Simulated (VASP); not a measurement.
# BAs (F-43m) in VASP: a series of runs, part 2 of 2

VASP 6.6.1. Earlier steps stand in the parts before.

**4. Relaxation of cell and atoms, HSE06**

POSCAR

```
BAs                                     
1.0
    0.0000000000      2.3885000000      2.3885000000
    2.3885000000      0.0000000000      2.3885000000
    2.3885000000      2.3885000000      0.0000000000
  B               As            
     1     1
Direct
     0.0000000000000000    0.0000000000000000    0.0000000000000000
     0.2500000000000000    0.2500000000000000    0.2500000000000000
```

INCAR.step1

```
PREC = Accurate
ENCUT = 520
EDIFF = 1E-5
ISMEAR = 0
SIGMA = 0.03
LREAL = False
LASPH = True
NELM = 80
ALGO = Normal
LWAVE = True
LCHARG = False
KPAR = 4
GGA = PE
```

INCAR.step2

```
PREC = Accurate
ENCUT = 520
EDIFF = 1E-6
ISMEAR = 0
SIGMA = 0.03
LREAL = False
LASPH = True
NELM = 80
ALGO = Normal
ISIF = 3
LWAVE = False
LCHARG = False
GGA = PE
LHFCALC = True
HFSCREEN = 0.2
PRECFOCK = Fast
IBRION = 2
NSW = 25
EDIFFG = -0.01
KPAR = 4
ISTART = 1
```

KPOINTS

```
regular mesh
0
Gamma
  6 6 6
```

Potentials or basis: VASP PAW PBE potentials, release 64 (B, As).

Run with:

```
cat potpaw_PBE.64/B/POTCAR potpaw_PBE.64/As/POTCAR > POTCAR
cp INCAR.step1 INCAR
mpirun -np 4 vasp_std > vasp.out
cp INCAR.step2 INCAR
mpirun -np 4 vasp_std > vasp.out
```

OUTCAR:

```text
PREC = Accurate
   ENCUT = 520
   EDIFF = 1E-6
   ISMEAR = 0
   LREAL = False
   LASPH = True
   NELM = 80
   ISIF = 3
   GGA = PE
   LHFCALC = True
   HFSCREEN = 0.2
   PRECFOCK = Fast
   IBRION = 2
   NSW = 25
   EDIFFG = -0.01
   ISTART = 1

 ion  position               nearest neighbor table
   1  0.000  0.000  0.000-   2 2.07   2 2.07   2 2.07   2 2.07
   2  0.250  0.250  0.250-   1 2.07   1 2.07   1 2.07   1 2.07

  LATTYP: Found a face centered cubic cell.
 ALAT       =     4.7770000000

  Lattice vectors:

 A1 = (   0.0000000000,   2.3885000000,   2.3885000000)
 A2 = (   2.3885000000,   0.0000000000,   2.3885000000)
 A3 = (   2.3885000000,   2.3885000000,   0.0000000000)

Analysis of symmetry for initial positions (statically):
=====================================================================
 Subroutine PRICEL returns:
 Original cell was already a primitive cell.

 Routine SETGRP: Setting up the symmetry group for a
 face centered cubic supercell.

 Subroutine GETGRP returns: Found 24 space group operations
 (whereof 24 operations were pure point group operations)
[... 154 lines left out ...]

--------------------------------------- Ionic step        1  -------------------------------------------

 number of electron       8.0000000 magnetization

 Free energy of the ion-electron system (eV)
  ---------------------------------------------------
  ext. energy  EPLUGINS =         0.00000000
  ---------------------------------------------------
  free energy    TOTEN  =       -13.27495051 eV

  energy without entropy =      -13.27495051  energy(sigma->0) =      -13.27495051

------------------------ aborting loop because EDIFF is reached ----------------------------------------

  FORCE on cell =-STRESS in cart. coord.  units (eV):
  Direction    XX          YY          ZZ          XY          YZ          ZX
  --------------------------------------------------------------------------------------
  -------------------------------------------------------------------------------------
  Total       -0.1004069     -0.1004069     -0.1004069     -0.0000000      0.0000000     -0.0000000
  in kB       -5.9029434     -5.9029434     -5.9029434     -0.0000000      0.0000000     -0.0000000
  external PRESSURE =      -5.9029434 kB  Pullay stress =       0.0000000 kB
[... 59 lines left out ...]
--------------------------------------- Ionic step        3  -------------------------------------------

 number of electron       8.0000000 magnetization

 Free energy of the ion-electron system (eV)
  ---------------------------------------------------
  ext. energy  EPLUGINS =         0.00000000
  ---------------------------------------------------
  free energy    TOTEN  =       -13.27514946 eV

  energy without entropy =      -13.27514946  energy(sigma->0) =      -13.27514946

 E-fermi :   5.9649     XC(G=0):  -8.7604

 val. band max:        5.7489706098   @ k =   0.0000   0.0000   0.0000
 cond. band min:       7.7091644445   @ k =   0.3333   0.3333   0.0000
 fundamental gap:      1.9601938346
 Fermi energy:         5.9648523537

 k-point     1 :       0.0000    0.0000    0.0000
  band No.  band energies     occupation
      1     -11.2511      2.00000
      2       5.7490      2.00000
      3       5.7490      2.00000
      4       5.7490      2.00000
      5       9.8857      0.00000
      6       9.8857      0.00000
      7       9.8857      0.00000
      8      11.7000      0.00000
[... 192 lines left out ...]
  FREE ENERGIE OF THE ION-ELECTRON SYSTEM (eV)
  ---------------------------------------------------
  free  energy   TOTEN  =       -13.2751494636 eV

  energy  without entropy=      -13.2751494636  energy(sigma->0) =      -13.27514946

 reached required accuracy - stopping structural energy minimisation
```

OUTCAR.step1:

```text
PREC = Accurate
   ENCUT = 520
   EDIFF = 1E-5
   ISMEAR = 0
   LREAL = False
[... 388 lines left out ...]
      0.00000      0.00000      0.00000        -0.000000     -0.000000     -0.000000
      1.19425      1.19425      1.19425         0.000000      0.000000      0.000000
 -----------------------------------------------------------------------------------
    total drift:                               -0.000000     -0.000000     -0.000000

  FREE ENERGIE OF THE ION-ELECTRON SYSTEM (eV)
  ---------------------------------------------------
  free  energy   TOTEN  =       -11.3876534851 eV

  energy  without entropy=      -11.3876534851  energy(sigma->0) =      -11.38765349
```

Run time: 67 s. Hardware: 4 MPI ranks of Intel Xeon 6975P-C (Granite Rapids), shared host; peak memory 0.25 GiB.

What came out:

```
Free energy                            : -13.2751 eV
Relaxed volume                         : 13.57 Å³/atom
Relaxed cell                           : a = 3.373 Å, b = 3.373 Å, c = 3.373 Å, α = 60.00°, β = 60.00°, γ = 60.00°
Space group after relaxing (to 0.05 Å) : F-43m (No. 216)
Energy gained by relaxing              : 0.1 meV/atom
Ionic steps                            : 3
Pressure after relaxing                : 0.0 GPa
Band gap on the k mesh                 : 1.96 eV, indirect (least direct gap 4.14 eV)
```

The path:
```tsv
step	energy change (eV)	largest force (eV/Å)	pressure (GPa)	volume (Å³)
1	0.0000	0.0000	-0.59	27.25
2	-0.0001	0.0000	0.47	27.05
3	-0.0002	0.0000	0.02	27.14
```

Final structure:
```yaml
crystal:
  lattice:
    - [0.00000, 2.38535, 2.38535]
    - [2.38535, 0.00000, 2.38535]
    - [2.38535, 2.38535, 0.00000]
  atoms:
    - { symbol: B, position: [0.00000, 0.00000, 0.00000] }
    - { symbol: As, position: [0.25000, 0.25000, 0.25000] }
```

Caveat: the PAW data sets were made with another functional, which shifts forces and pressure a little.

**5. Relaxation of cell and atoms, PBE**

INCAR

```
ALGO = Normal
EDIFF = 1E-6
EDIFFG = -0.01
ENCUT = 300
GGA = PE
IBRION = 2
ISIF = 3
ISMEAR = 0
LASPH = True
LCHARG = False
LREAL = False
LWAVE = False
NELM = 80
NSW = 90
PREC = Accurate
SIGMA = 0.03
```

KPOINTS

```
k-points
0
Gamma
  5 5 5
```

POSCAR

```
BAs
1.0
    0.0000000000      2.3885000000      2.3885000000
    2.3885000000      0.0000000000      2.3885000000
    2.3885000000      2.3885000000      0.0000000000
B As
1 1
Direct
    0.0000000000      0.0000000000      0.0000000000
    0.2500000000      0.2500000000      0.2500000000
```

Potentials or basis: VASP PAW PBE potentials, release 64 (B_s, As).

Run with:

```
cat potpaw_PBE.64/B_s/POTCAR potpaw_PBE.64/As/POTCAR > POTCAR
mpirun -np 1 vasp_std > vasp.out
```

Wall time 7.3 s (1 thread of Intel Xeon Platinum 8488C (Sapphire Rapids), shared host); peak memory 0.11 GiB.

The run converged, but some of its settings lie outside the range that counts as converged, so its numbers aren't taken as properties of the crystal.

Results:

- Free energy: -11.3481 eV
- Relaxed volume: 13.97 Å³/atom
- Relaxed cell: a = 3.406 Å, b = 3.406 Å, c = 3.406 Å, α = 60.00°, β = 60.00°, γ = 60.00°
- Space group after relaxing (to 0.05 Å): F-43m (No. 216)
- Energy gained by relaxing: 3.7 meV/atom
- Ionic steps: 3
- Band gap on the k mesh: 1.20 eV, indirect (least direct gap 3.24 eV)

Caveat: the k mesh is coarse (spacing up to 0.46 Å⁻¹), so the values aren't converged; the cutoff is under 1.25 times the usual one of these potentials, so pressure, stress and relaxed cells hold a basis-set (Pulay) error; an odd mesh through Γ misses points on the zone boundary, where band edges often lie.

**6. Relaxation of cell and atoms, PBE**

This run uses another cell than the first one, of 13.97 Å³/atom, 1.025 times its volume.

INCAR, as its differences from that of step 5:

```diff
@@ -1,4 +1,4 @@
 ALGO = Normal
-EDIFF = 1E-6
-EDIFFG = -0.01
+EDIFF = 1E-7
+EDIFFG = -0.005
 ENCUT = 300
```

KPOINTS is that of step 5.

POSCAR

```
BAs                                     
1.0
   -0.0000000000      2.4084123478      2.4084123478
    2.4084123478      0.0000000000      2.4084123478
    2.4084123478      2.4084123478      0.0000000000
  B               As            
     1     1
Direct
     0.0000000000000000    0.0000000000000000    0.0000000000000000
     0.2500000000000000    0.2500000000000000    0.2500000000000000
```

Potentials or basis: VASP PAW PBE potentials, release 64 (B_s, As).

Run with:

```
cat potpaw_PBE.64/B_s/POTCAR potpaw_PBE.64/As/POTCAR > POTCAR
mpirun -np 1 vasp_std > vasp.out
```

Run time: 4.6 s. Hardware: 1 thread of Intel Xeon Platinum 8488C (Sapphire Rapids), shared host; peak memory 0.11 GiB.

The run converged, but some of its settings lie outside the range that counts as converged, so its numbers aren't taken as properties of the crystal.

What came out:

```
Free energy            : -11.3488 eV
Band gap on the k mesh : 1.20 eV, indirect (least direct gap 3.24 eV)
```

Caveat: the k mesh is coarse (spacing up to 0.45 Å⁻¹), so the values aren't converged; the cutoff is under 1.25 times the usual one of these potentials, so pressure, stress and relaxed cells hold a basis-set (Pulay) error; the relaxation stopped at its first step, so nothing moved; an odd mesh through Γ misses points on the zone boundary, where band edges often lie.

**7. Overview**

```tsv
task	level	potentials or basis	cell	k mesh	cutoff (eV)	grid for exact exchange (PRECFOCK)	screening parameter	gap on the mesh (eV)	pressure (GPa)
relaxation of the atoms	LDA	VASP PAW LDA potentials, release 64 (B, As)	atoms relaxed from: a relaxed cell with its volume scaled by 1.06	10 × 10 × 10	600	-	-	1.15	-7.6
relaxation of cell and atoms	PBEsol	VASP PAW PBE potentials, release 64 (B, As)	relaxed	10 × 10 × 10	600	-	-	1.08	0.1
relaxation of cell and atoms	HSE06	VASP PAW PBE potentials, release 64 (B, As)	relaxed	6 × 6 × 6	520	Fast	0.2 1/A	1.96	0.0
```

Alike in all rows: no spin polarisation; smearing gaussian 0.03 eV.

Caveats: the relaxation stopped at its first step, so nothing moved (some runs); the PAW data sets were made with another functional, which shifts forces and pressure a little (some runs).

Total energies depend on the potentials used, so only differences within one code and one set of settings carry meaning.
